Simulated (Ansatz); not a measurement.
Input of an Ansatz 0.2.0 run:

Contents of input.yaml:

```yaml
crystal:
  lattice:
    - [-1.582345, 1.582345, 1.582345]
    - [1.582345, -1.582345, 1.582345]
    - [1.582345, 1.582345, -1.582345]
  atoms:
    - { symbol: W, position: [0.0, 0.0, 0.0] }
hamiltonian:
  xc: pbesol
  pseudopotentials: { kind: paw }
kpoints:
  mp_grid: { grid: [12, 12, 12] }
  band_path:
    path:
      - [[0.0, 0.0, 0.0], [0.5, -0.5, 0.5], [0.0, 0.0, 0.5], [0.0, 0.0, 0.0], [0.25, 0.25, 0.25], [0.5, -0.5, 0.5]]
      - [[0.25, 0.25, 0.25], [0.0, 0.0, 0.5]]
    npoints: 14
scf:
  occupations: { method: fermi_dirac, width: 0.05 }
  n_extra_bands: 6
output:
  forces: true
  stress: true
  eigenvalues: true
  fatbands: true
```

Potentials or basis: Ansatz PAW.

The run is started by

```bash
$ ansatz run input.yaml --threads 2 --pin off --max-ram 5632MiB --backend cpu --events-out ev --progress --plain --runs-dir out
```

Predict the pressure.

-3.0 GPa.

Estimate the band gap on the k mesh.

none (metal or under the smearing width).

Levels at the corners of the path, in eV from the Fermi level:
```csv
point,band 4,band 5,band 6,band 7,band 8,band 9,band 10,band 11
Γ,-37.59,-9.56,-1.16,-1.16,-1.16,2.31,2.31,14.61
H,-38.50,-5.77,-5.77,5.25,5.25,5.25,8.33,8.33
N,-37.60,-6.20,-3.50,0.79,2.21,3.19,6.25,11.15
Γ,-37.59,-9.56,-1.16,-1.16,-1.16,2.31,2.31,14.61
P,-38.25,-2.88,-2.88,-2.88,3.36,3.36,6.67,12.34
H,-38.50,-5.77,-5.77,5.25,5.25,5.25,8.33,8.33
P,-38.25,-2.88,-2.88,-2.88,3.36,3.36,6.67,12.34
N,-37.60,-6.20,-3.50,0.79,2.21,3.19,6.25,11.15
```

Caveat: spin-orbit coupling is left out, which moves the levels of the heavy elements; the PAW data sets come from PBE, with cores solved anew for the run's functional, which leaves a small shift of forces and pressure.
